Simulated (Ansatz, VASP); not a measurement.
## Mg in VASP and in Ansatz

```xyz
2
Lattice="3.2093 0.0000 0.0000 -1.6046 2.7793 0.0000 0.0000 0.0000 5.1061" Properties=species:S:1:pos:R:3 pbc="T T T"
Mg    0.0000    1.8529    1.2765
Mg    1.6046    0.9264    3.8296
```

Change from the starting cell: zz strain of -2 %, crystal datasets.

Alike in both runs: task electric field gradients; functional LDA; k mesh 12 × 12 × 7; occupations fermi-dirac, width 0.05 eV; no spin polarisation.

|  | VASP | Ansatz |
| --- | --- | --- |
| version | VASP 6.6.1 | Ansatz 0.2.0 |
| potentials or method | VASP PAW LDA potentials, release 64 (Mg), cutoff 520 eV | all-electron PAW with datasets made for the crystal, scalar-relativistic |

```csv
,VASP,Ansatz,Ansatz less VASP
pressure (GPa),-2.2,-1.9,+0.34
largest component of the traceless stress (GPa),0.10,0.10,0.000
Vzz of the field gradient on the site that differs most (V/Å²),0.3,0.6,+0.29
```

Ansatz ran all-electron here, so the differences hold the error of VASP's frozen core and of both bases.
